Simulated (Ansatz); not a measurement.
# NiGe: the cost of one run

Method: DFT PBE, scalar-relativistic, plane waves, PAW, in Ansatz 0.2.0.

1 further run of the same task is left out (it didn't finish).

## (1) The starting structure

Symmetry: Pnma, No. 62, orthorhombic system. Conventional cell: a = 5.381 Å, b = 3.428 Å, c = 5.811 Å, α = 90.00°, β = 90.00°, γ = 90.00°. Around Ni (site symmetry m) lie 6 Ge at 2.33 to 2.49 Å. Ge (site symmetry m) is surrounded by 6 Ni at 2.33 to 2.49 Å.

Structure file:

```xyz
8
Lattice="5.3810 0.0000 0.0000 0.0000 3.4280 0.0000 0.0000 0.0000 5.8110" Properties=species:S:1:pos:R:3 pbc="T T T"
Ni    5.3541    2.5710    1.1041
Ni    0.0269    0.8570    4.7069
Ni    2.7174    0.8570    4.0096
Ni    2.6636    2.5710    1.8014
Ge    4.3694    2.5710    3.3878
Ge    1.0116    0.8570    2.4232
Ge    3.7021    0.8570    0.4823
Ge    1.6789    2.5710    5.3287
```

The structure comes from the Crystallography Open Database.

(A quick probe on a coarse mesh, which set the mesh and smearing, is not shown.)

## (3) Reference: the cell as listed

input.yaml

```yaml
crystal:
  lattice:
    - [5.381, 0.0, 0.0]
    - [0.0, 3.428, 0.0]
    - [0.0, 0.0, 5.811]
  atoms:
    - { symbol: Ni, position: [0.995, 0.75, 0.19] }
    - { symbol: Ni, position: [0.005, 0.25, 0.81] }
    - { symbol: Ni, position: [0.505, 0.25, 0.69] }
    - { symbol: Ni, position: [0.495, 0.75, 0.31] }
    - { symbol: Ge, position: [0.812, 0.75, 0.583] }
    - { symbol: Ge, position: [0.188, 0.25, 0.417] }
    - { symbol: Ge, position: [0.688, 0.25, 0.083] }
    - { symbol: Ge, position: [0.312, 0.75, 0.917] }
basis:
  ecutwfc: 420
kpoints:
  mp_grid: { grid: [8, 10, 6] }
hamiltonian:
  xc: pbe
scf:
  occupations: { method: gaussian, width: 0.1 }
output:
  forces: true
  stress: true
  eigenvalues: true
  populations: true
```

Launch:

```sh
ansatz run input.yaml --threads 1 --pin off --max-ram 2560MiB --backend cpu --events-out ev --progress --plain --runs-dir out
```

Q: Estimate wall time and peak memory on 1 thread of Arm Neoverse V1, shared host.

About 70 s, with a peak of 0.85 GiB.
